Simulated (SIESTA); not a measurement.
**HgTe (Coloradoite) under changes of volume**

One of the cells (33.215 Å³/atom); the others are scaled copies at fixed shape and fractional positions:

```
Hg Te
1.0
     0.00000    3.21450    3.21450
     3.21450    0.00000    3.21450
     3.21450    3.21450    0.00000
Hg Te
1 1
Direct
  0.00000 0.00000 0.00000
  0.75000 0.75000 0.75000
```

| Quantity | Value |
| --- | --- |
| Program | SIESTA 5.4.2 |
| Functional | PBEGcGxLO |
| Potentials or basis | PseudoDojo 0.4 standard (PBE files) |
| Basis | DZP (energy shift 0.002 Ry) |
| Grid cutoff | 800 Ry |
| Energy shift | 0.002 Ry |
| k mesh | 7 × 7 × 7 |
| Occupations | fermi-dirac, width 0.05 eV |
| Spin | no spin polarisation |

```tsv
volume (Å³/atom)	energy over the lowest point (meV/atom)	pressure (GPa)
31.223	?	?
31.887	44.62	5.1
32.551	26.59	3.7
33.215	13.45	2.7
33.880	4.61	1.6
34.544	0.12	0.6
35.208	0.00	-0.2
```

Problem. What does the run at 31.223 Å³/atom give?

Solution. Energy over the lowest point 68.77 meV/atom; pressure 6.6 GPa.

Worked out: A Birch-Murnaghan fit of order 3 (a polynomial in V^(-2/3)) to the other rows has its minimum at 34.91 Å³/atom with B0 = V·E''(V) = 52 GPa (rough, since the energies scatter). It gives 67.28 meV/atom at 31.223 Å³/atom, against the run's 68.77, and -dE/dV = 6.1 GPa, against 6.6.

Energies are extrapolated to zero smearing.

Caveats: semicore shells carry a single zeta, which can move pressures by several GPa and volumes by a few percent; the potentials were made for another functional, which shifts forces and pressure; the basis of atomic orbitals isn't converged, which shifts pressures, moduli and gaps.
